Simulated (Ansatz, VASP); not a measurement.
Cd in VASP and in Ansatz

Contents of INCAR:

```
PREC     = Accurate       # precision mode
ENCUT    = 520            # plane-wave cutoff, eV
EDIFF    = 1E-8           # SCF threshold, eV
ISMEAR   = -1             # smearing method
SIGMA    = 0.05           # smearing width, eV
LREAL    = False          # projectors in reciprocal space
LASPH    = True           # aspherical terms in the spheres
NELM     = 80             # most SCF steps
ALGO     = Normal         # electronic algorithm
ISIF     = 2              # what is computed and relaxed
LWAVE    = False          # write WAVECAR
LCHARG   = False          # write CHGCAR
GGA      = PE             # functional
LEFG     = True         
NBANDS   = 19             # bands
```

File KPOINTS:

```
Automatic mesh
0
Gamma
  14 14 7
```

The input POSCAR:

```
Cd
1.0
    2.9887691672      0.0000000000      0.0000000000
   -1.4943845836      2.5883500248      0.0000000000
    0.0000000000      0.0000000000      5.6363134261
Cd
2
Direct
    0.3333333333      0.6666666667      0.2500000000
    0.6666666667      0.3333333333      0.7500000000
```

Input for Ansatz:

```yaml
crystal:
  lattice:
    - [2.9887691672, 0.0, 0.0]
    - [-1.4943845836, 2.5883500248, 0.0]
    - [0.0, 0.0, 5.6363134261]
  atoms:
    - { symbol: Cd, position: [0.3333333333, 0.6666666667, 0.25] }
    - { symbol: Cd, position: [0.6666666667, 0.3333333333, 0.75] }
kpoints:
  mp_grid: { grid: [14, 14, 7] }
scf:
  occupations: { method: fermi_dirac, width: 0.05 }
hamiltonian:
  xc: pbe
  pseudopotentials: { kind: all_electron, datasets: crystal }
output:
  forces: true
  stress: true
  eigenvalues: true
  efg: { contact_densities: true }
```

Change from the starting cell: volume scaled by 1.01, crystal datasets.

Alike in both runs: task electric field gradients; functional PBE; k mesh 14 × 14 × 7; occupations fermi-dirac, width 0.05 eV; no spin polarisation.

|  | VASP | Ansatz |
| --- | --- | --- |
| version | VASP 6.6.1 | Ansatz 0.2.0 |
| potentials or method | VASP PAW PBE potentials, release 64 (Cd) | all-electron PAW with datasets made for the crystal, scalar-relativistic |
| plane-wave cutoff (eV) | 520 | see its input |

VASP gave:

```
pressure (GPa)                                                 : 2.7
largest component of the traceless stress (GPa)                : 0.91
Vzz of the field gradient on the site that differs most (V/Å²) : 80.4
```

Task: Estimate Ansatz's values.

Result: Pressure (GPa): 2.4; largest component of the traceless stress (GPa): 0.76; Vzz of the field gradient on the site that differs most (V/Å²): 76.2.

Ansatz ran all-electron here, so the differences hold the error of VASP's frozen core and of both bases. Ansatz warned: «gradients_without_spin_orbit».
